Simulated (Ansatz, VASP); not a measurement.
## Sr in VASP and in Ansatz

INCAR

```
  PREC = Accurate
  ENCUT = 520
  EDIFF = 1E-6
  ISMEAR = -1
  SIGMA = 0.05
  LREAL = False
  LASPH = True
  NELM = 80
  ALGO = Normal
  ISIF = 2
  LWAVE = False
  LCHARG = False
  GGA = PS
  NBANDS = 11
```

Contents of KPOINTS:

```
Automatic mesh
0
Gamma
  7 7 7
```

Contents of POSCAR:

```
Sr
1.0
   -2.4350000000      2.4350000000      2.4350000000
    2.4350000000     -2.4350000000      2.4350000000
    2.4350000000      2.4350000000     -2.4350000000
Sr
1
Direct
    0.0000000000      0.0000000000      0.0000000000
```

Input for Ansatz:

```yaml
crystal:
  lattice:
    - [-2.435, 2.435, 2.435]
    - [2.435, -2.435, 2.435]
    - [2.435, 2.435, -2.435]
  atoms:
    - { symbol: Sr, position: [0.0, 0.0, 0.0] }
basis:
  ecutwfc: 435.382179935808
kpoints:
  mp_grid:
    grid: [7, 7, 7]
hamiltonian:
  xc: pbesol
scf:
  occupations:
    method: fermi_dirac
    width: 0.05
output:
  stress: true
```

This isn't the form of Sr at room conditions, which is fcc.

Alike in both runs: task single point; functional PBEsol; k mesh 7 × 7 × 7; occupations fermi-dirac, width 0.05 eV; no spin polarisation.

```csv
,VASP,Ansatz
version,VASP 6.6.1,Ansatz 0.2.0
potentials or method,"VASP PAW PBE potentials, release 64 (Sr_sv)","plane waves, PAW"
plane-wave cutoff (eV),520,435
valence electrons in the cell,10,10
```

|  | VASP | Ansatz | Ansatz less VASP |
| --- | --- | --- | --- |
| pressure (GPa) | -1.2 | -1.2 | -0.01 |

Caveats: the PAW data sets were made with another functional, which shifts forces and pressure a little (VASP).
